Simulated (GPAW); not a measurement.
Runs of GPAW 26.7.0 on Se. Symmetry: P3_121, No. 152, trigonal system. Conventional cell: a = 4.366 Å, b = 4.366 Å, c = 4.954 Å, α = 90.00°, β = 90.00°, γ = 120.00°. Se (site symmetry 2) is surrounded by 2 Se at 2.37 Å. 

```csv
task,level,potentials or basis,cell,k mesh,smearing,maxiter,optimizer,fmax,max steps,convergence,other keys,gap on the mesh (eV),pressure (GPa),relaxed volume (Å³/atom),largest force (eV/Å)
single point,PBE,"GPAW PAW data sets (gpaw-data 1.2.1), pw",as given,7 × 7 × 6,gaussian 0.029 eV,150,-,-,-,-,-,1.21,2.8,-,0.42
relaxation of cell and atoms,PBEsol+D3(BJ),"PAW data sets generated in the run's folder for this functional, pw",relaxed,7 × 7 × 6,fermi-dirac 0.05 eV,150,BFGS,0.01 eV/Å,60,density=1e-05 forces=0.0001,-,0.79,0.0,(b),-
relaxation of cell and atoms,PBE+D4,"GPAW PAW data sets (gpaw-data 1.2.1), pw",relaxed,7 × 7 × 6,fermi-dirac 0.05 eV,150,LBFGS,0.02 eV/Å,40,density=1e-05 forces=0.0001,-,0.92,0.0,(a),0.01
relaxation of cell and atoms,BLYP+D4,"PAW data sets generated in the run's folder for this functional, pw",relaxed,7 × 7 × 6,fermi-dirac 0.05 eV,150,LBFGS,0.02 eV/Å,100,density=1e-05 forces=0.0001,-,0.91,0.0,25.14,0.01
single point,PBE,"GPAW PAW data sets (gpaw-data 1.2.1), pw",as given,9 × 9 × 7,fermi-dirac 0.05 eV,100,-,-,-,-,"several, not listed",1.21,2.8,-,0.42
relaxation of cell and atoms,PBEsol+D4,"PAW data sets generated in the run's folder for this functional, pw",relaxed to -1 GPa,7 × 7 × 6,fermi-dirac 0.05 eV,150,FIRE,0.02 eV/Å,100,density=1e-05 forces=0.0001,-,0.87,-0.9,-,0.01
relaxation of cell and atoms,BLYP+D3(BJ),"PAW data sets generated in the run's folder for this functional, pw",relaxed to -2 GPa,7 × 7 × 6,fermi-dirac 0.05 eV,150,FIRE,0.02 eV/Å,60,density=1e-05 forces=0.0001,-,0.92,-2.0,-,-
relaxation of cell and atoms,PBE+D3(BJ),"GPAW PAW data sets (gpaw-data 1.2.1), pw",relaxed,7 × 7 × 6,fermi-dirac 0.05 eV,150,FIRE,0.05 eV/Å,60,density=1e-05 forces=0.0001,-,0.90,-0.2,24.59,0.04
relaxation of cell and atoms,revTPSS+D3(BJ),"GPAW PAW data sets (gpaw-data 1.2.1), pw",relaxed,5 × 5 × 4,fermi-dirac 0.05 eV,150,BFGS,0.05 eV/Å,40,-,-,0.96,0.0,23.20,0.01
single point,PBE,"GPAW PAW data sets (gpaw-data 1.2.1), pw",as given,7 × 7 × 6,gaussian 0.03 eV,150,-,-,-,-,-,1.21,2.8,-,0.42
single point,PBE,"GPAW PAW data sets (gpaw-data 1.2.1), pw",as given,7 × 7 × 6,gaussian 0.028 eV,150,-,-,-,-,-,1.21,2.8,-,0.42
```

Alike in all rows: no spin polarisation; cutoff (eV) 600.

Task: Fill in the values left out.

Result: (a) 24.30; (b) 22.32.

Caveats: an odd mesh through Γ misses points on the zone boundary, where band edges often lie; later steps reuse the first step's grids (some runs); the volume moved by over 15 % at a fixed basis, so the end points are rough (some runs); the volume moved by -18 % from the deposited cell, more than functionals usually miss (some runs); the volume moved by -11 % from the deposited cell, more than functionals usually miss (some runs); the PAW data sets were made with another functional, which shifts forces and pressure a little (some runs); the volume moved by -15 % from the deposited cell, more than functionals usually miss (some runs).

A k mesh can miss the band edges, and the runs leave out spin-orbit coupling on Se.
